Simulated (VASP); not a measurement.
Method: rev-vdW-DF2, VASP's PBE PAW potentials (set 64) (plane waves; VASP 6.6.1).

The input files of a VASP run:

### POSCAR
```
ZnTe
4.2515820
  0.0000000000   0.7071067345   0.7071067345
  0.7071067345   0.0000000000   0.7071067345
  0.7071067345   0.7071067345   0.0000000000
Zn Te
1 1
Direct
  0.0000000000   0.0000000000   0.0000000000
  0.2500000000   0.2500000000   0.2500000000
```

### KPOINTS
```
Automatic
0
Gamma
8 8 8
```

### INCAR
```
SYSTEM  =  ZnTe
PREC  =  Accurate; ENCUT  =  520; LREAL  =  .False.
LASPH  =  .True.
EDIFF  =  1E-7; NELM  =  100; ALGO  =  Normal
LMAXMIX  =  4
ISMEAR  =  0; SIGMA  =  0.05
GGA  =  MK; LUSE_VDW  =  .True.; AGGAC  =  0.0
PARAM1  =  0.1234568; PARAM2  =  0.7114; ZAB_VDW  =  -1.8867
ISIF  =  2
LWAVE  =  .False.; LCHARG  =  .False.
```

POTCAR, in this order: Zn Te (PBE.64 set). Program: vasp_std.

Output

OUTCAR:
```
 ion  position               nearest neighbor table
   1  0.000  0.000  0.000-   2 2.60   2 2.60   2 2.60   2 2.60
   2  0.250  0.250  0.250-   1 2.60   1 2.60   1 2.60   1 2.60
  LATTYP: Found a face centered cubic cell.
 ALAT       =     6.0126445290
 Subroutine PRICEL returns:
 Original cell was already a primitive cell.
 Subroutine GETGRP returns: Found 24 space group operations
The static configuration has the point symmetry T_d .
The dynamic configuration has the point symmetry T_d .
 Subroutine INISYM returns: Found 24 space group operations
 Subroutine IBZKPT returns following result:
 Found     29 irreducible k-points:

 Following reciprocal coordinates:
            Coordinates               Weight
  0.000000  0.000000  0.000000      1.000000
  0.125000  0.000000  0.000000      8.000000
  0.250000  0.000000  0.000000      8.000000
  0.375000  0.000000  0.000000      8.000000
  0.500000  0.000000  0.000000      4.000000
  0.125000  0.125000  0.000000      6.000000
  0.250000  0.125000  0.000000     24.000000
  0.375000  0.125000  0.000000     24.000000
  0.500000  0.125000  0.000000     24.000000
...
```

### OSZICAR
```
       N       E                     dE             d eps       ncg     rms          rms(c)
DAV:   1     0.836589331725E+02    0.83659E+02   -0.86733E+03   754   0.149E+03
DAV:   2     0.365882429905E+01   -0.80000E+02   -0.77713E+02   789   0.258E+02
DAV:   3    -0.826828834981E+00   -0.44857E+01   -0.44711E+01   969   0.618E+01
DAV:   4    -0.887603487141E+00   -0.60775E-01   -0.60763E-01   922   0.711E+00
DAV:   5    -0.888780827010E+00   -0.11773E-02   -0.11773E-02   909   0.828E-01    0.508E+00
DAV:   6    -0.720831165118E+00    0.16795E+00   -0.60540E-01   927   0.234E+01    0.393E+00
DAV:   7    -0.709230001143E+00    0.11601E-01   -0.11903E-01   839   0.412E+00    0.153E+00
DAV:   8    -0.708358026445E+00    0.87197E-03   -0.45111E-03  1046   0.710E-01    0.382E-01
DAV:   9    -0.708313242875E+00    0.44784E-04   -0.80520E-04   804   0.339E-01    0.122E-01
DAV:  10    -0.708319189015E+00   -0.59461E-05   -0.78025E-05   900   0.875E-02    0.732E-02
DAV:  11    -0.708333886411E+00   -0.14697E-04   -0.24434E-05   774   0.407E-02    0.257E-02
DAV:  12    -0.708334026063E+00   -0.13965E-06   -0.16880E-06   929   0.138E-02    0.101E-02
DAV:  13    -0.708333971154E+00    0.54908E-07   -0.10268E-07   619   0.274E-03
   1 F= -.70833397E+00 E0= -.70833397E+00  d E =-.749471E-13
```

### OUTCAR
```
------------------------ aborting loop because EDIFF is reached ----------------------------------------
  FORCE on cell =-STRESS in cart. coord.  units (eV):
  Direction    XX          YY          ZZ          XY          YZ          ZX
  --------------------------------------------------------------------------------------
  Total        1.1144191      1.1144191      1.1144191      0.0000000     -0.0000000      0.0000000
  in kB       32.8565924     32.8565924     32.8565924      0.0000000     -0.0000000      0.0000000
  external PRESSURE =      32.8565924 kB  Pullay stress =       0.0000000 kB
  volume of cell :       54.34
      direct lattice vectors                 reciprocal lattice vectors
     0.000000000  3.006322265  3.006322265    -0.166316168  0.166316168  0.166316168
     3.006322265  0.000000000  3.006322265     0.166316168 -0.166316168  0.166316168
     3.006322265  3.006322265  0.000000000     0.166316168  0.166316168 -0.166316168
 POSITION                                       TOTAL-FORCE (eV/Angst)
 -----------------------------------------------------------------------------------
      0.00000      0.00000      0.00000         0.000000     -0.000000     -0.000000
      1.50316      1.50316      1.50316        -0.000000      0.000000      0.000000
 -----------------------------------------------------------------------------------
    total drift:                                0.000001      0.000001      0.000001
  FREE ENERGIE OF THE ION-ELECTRON SYSTEM (eV)
  ---------------------------------------------------
  free  energy   TOTEN  =        -0.7083339712 eV

  energy  without entropy=       -0.7083339712  energy(sigma->0) =       -0.70833397
```
(Selected blocks of OUTCAR.)

OUTCAR:
```
 val. band max:        3.5553266410   @ k =   0.0000   0.0000   0.0000

 cond. band min:       4.9021107685   @ k =   0.0000   0.0000   0.0000


 Fermi energy:         3.7872431389

 k-point     1 :       0.0000    0.0000    0.0000
  band No.  band energies     occupation
      1      -8.5498      2.00000
      2      -3.6091      2.00000
      3      -3.6091      2.00000
      4      -3.6091      2.00000
      5      -3.3575      2.00000
      6      -3.3575      2.00000
      7       3.5553      2.00000
      8       3.5553      2.00000
      9       3.5553      2.00000
     10       4.9021      0.00000
     11       7.8894      0.00000
     12       7.8894      0.00000
     13       7.8894      0.00000

 k-point     2 :       0.1250    0.0000    0.0000
  band No.  band energies     occupation
      1      -8.4351      2.00000
      2      -3.5998      2.00000
      3      -3.5984      2.00000
      4      -3.5984      2.00000
      5      -3.3589      2.00000
      6      -3.3589      2.00000
      7       2.1420      2.00000
      8       3.3734      2.00000
      9       3.3734      2.00000
     10       5.6985      0.00000
     11       8.1033      0.00000
     12       8.1613      0.00000
     13       8.1613      0.00000

 k-point     3 :       0.2500    0.0000    0.0000
  band No.  band energies     occupation
      1      -8.1301      2.00000
      2      -3.5749      2.00000
      3      -3.5749      2.00000
      4      -3.5463      2.00000
      5      -3.3595      2.00000
      6      -3.3595      2.00000
      7       0.2965      2.00000
      8       3.0059      2.00000
      9       3.0059      2.00000
     10       5.6853      0.00000
     11       8.5638      0.00000
     12       8.5638      0.00000
     13       9.5296      0.00000

 k-point     4 :       0.3750    0.0000    0.0000
  band No.  band energies     occupation
      1      -7.7726      2.00000
      2      -3.5556      2.00000
      3      -3.5556      2.00000
...
```

Unless said otherwise, spin-orbit coupling is left out, though it shifts the bands of the heavy elements here.

The compound is ZnTe in the zinc blende structure. This cell is one point of a volume scan, at 0.94 of the reference volume.
